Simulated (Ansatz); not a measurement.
What moves the field gradients of B6As?

Cell of run 1: a computed structure from the Materials Project (it need not be an observed phase), taken as it stands.

```yaml
crystal:
  lattice:
    - [3.06842, 1.77155, 3.96494]
    - [-3.06842, 1.77155, 3.96494]
    - [0.00000, -3.54311, 3.96494]
  atoms:
    - { symbol: B, position: [0.01529, 0.01529, 0.32488] }
    - { symbol: B, position: [0.01529, 0.32488, 0.01529] }
    - { symbol: B, position: [0.82186, 0.27249, 0.82186] }
    - { symbol: B, position: [0.82186, 0.82186, 0.27249] }
    - { symbol: B, position: [0.27249, 0.82186, 0.82186] }
    - { symbol: B, position: [0.72751, 0.17814, 0.17814] }
    - { symbol: B, position: [0.17814, 0.72751, 0.17814] }
    - { symbol: B, position: [0.17814, 0.17814, 0.72751] }
    - { symbol: B, position: [0.98471, 0.67512, 0.98471] }
    - { symbol: B, position: [0.98471, 0.98471, 0.67512] }
    - { symbol: B, position: [0.67512, 0.98471, 0.98471] }
    - { symbol: B, position: [0.32488, 0.01529, 0.01529] }
    - { symbol: As, position: [0.60055, 0.60055, 0.60055] }
    - { symbol: As, position: [0.39945, 0.39945, 0.39945] }
```

Atoms are numbered from 1 in the order listed; like atoms form one site, named after its first atom.

All runs are DFT with Ansatz 0.2.0 (plane waves and PAW, scalar-relativistic unless spin–orbit coupling is named, Γ-centred meshes, Fermi–Dirac smearing where given) in this cell.

Run 1: PBE, atoms as given; 420 eV, 6×6×6 k-points, smearing 0.05 eV.
Run 2: r2SCAN, atoms as given; 500 eV, 6×6×6 k-points, smearing 0.05 eV.
Run 3: PBEsol, atoms as given; 420 eV, 6×6×6 k-points, smearing 0.05 eV.

(1) What does each run give, and what moves the gradients most?

Results:

(1) 

```tsv
run	B1 V_zz (η)	B3 V_zz (η)	As V_zz (η)
1	-1.25 (0.25)	0.28 (0.66)	18.77 (0.00)
2	-1.26 (0.25)	0.30 (0.63)	19.56 (0.00)
3	-1.24 (0.26)	0.28 (0.64)	18.97 (0.00)
```

V_zz in 10²¹ V/m². Against run 1, the gradient tensors on these sites move by at most 0.79 in run 2 (As), 0.21 in run 3 (As).
